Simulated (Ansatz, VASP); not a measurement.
SrTiO3: VASP beside Ansatz

File INCAR:

```
SYSTEM = SrTiO3
ALGO     = Normal         ! electronic algorithm
EDIFF    = 1E-7           ! SCF threshold, eV
ENCUT    = 520            ! plane-wave cutoff, eV
GGA      = PS             ! functional
ISIF     = 2              ! what is computed and relaxed
ISMEAR   = 0              ! smearing method
LASPH    = .TRUE.         ! aspherical terms in the spheres
LCHARG   = .TRUE.         ! write CHGCAR
LELF     = .TRUE.         ! ELF
LREAL    = .FALSE.        ! projectors in reciprocal space
LVHAR    = .TRUE.       
LWAVE    = .FALSE.        ! write WAVECAR
NBANDS   = 28             ! bands
NELM     = 60             ! most SCF steps
PREC     = Accurate       ! precision mode
SIGMA    = 0.05           ! smearing width, eV
```

The input KPOINTS:

```
k-points
0
G
  8 8 8
  0 0 0
```

POSCAR

```
SrTiO3
1.0
    3.8913815400      0.0000000000      0.0000000000
    0.0000000000      3.8913815400      0.0000000000
    0.0000000000      0.0000000000      3.8913815400
Sr Ti O
1 1 3
Direct
    0.0553658535      0.0000000000      0.0000000000
    0.4276186895      0.5000000000      0.5000000000
   -0.0228058866      0.5000000000      0.5000000000
    0.4680727385      0.0000000000      0.5000000000
    0.4680727385      0.5000000000      0.0000000000
```

Input for Ansatz:

```yaml
crystal:
  lattice:
    - [3.89138154, 0.0, 0.0]
    - [0.0, 3.89138154, 0.0]
    - [0.0, 0.0, 3.89138154]
  atoms:
    - { symbol: Sr, position: [0.0553658535, 0.0, 0.0] }
    - { symbol: Ti, position: [0.4276186895, 0.5, 0.5] }
    - { symbol: O, position: [-0.0228058866, 0.5, 0.5] }
    - { symbol: O, position: [0.4680727385, 0.0, 0.5] }
    - { symbol: O, position: [0.4680727385, 0.5, 0.0] }
basis:
  ecutwfc: 520.0
kpoints:
  mp_grid: { grid: [8, 8, 8] }
hamiltonian:
  xc: pbesol
  pseudopotentials: { kind: paw, azcp: { folder: soft_1 } }
scf:
  occupations: { method: gaussian, width: 0.05 }
output:
  forces: true
  stress: true
  eigenvalues: true
```

Change from the starting cell: mode 1 frozen in at -0.031 Å and mode 7 at -0.299 Å (largest displacements).

Alike in both runs: task single point; functional PBEsol; k mesh 8 × 8 × 8; occupations gaussian, width 0.05 eV; no spin polarisation.

```csv
,VASP,Ansatz
version,VASP 6.6.1,Ansatz 0.2.0
potentials or method,"VASP PAW PBE potentials, release 64 (Sr_sv, Ti_sv, O)","scalar-relativistic, plane waves, PAW"
plane-wave cutoff (eV),520,520
valence electrons in the cell,40,40
```

```tsv
	VASP	Ansatz	Ansatz less VASP
gap on the k mesh at the Fermi level (eV)	1.92	1.96	+0.041
least direct gap on the mesh (eV)	2.39	2.41	+0.020
pressure (GPa)	7.3	6.6	-0.76
largest component of the traceless stress (GPa)	3.08	2.96	-0.121
rms of the force components (eV/Å)	0.868	0.827	-0.0409
```

Atom by atom the forces differ by 0.045 eV/Å (rms over components). The functional is the same, so the differences come from potentials, cutoffs and numerics. Ansatz warned: «pseudo_functional_mismatch».

Caveats: the PAW data sets were made with another functional, which shifts forces and pressure a little (VASP). A k mesh can miss the band edges.
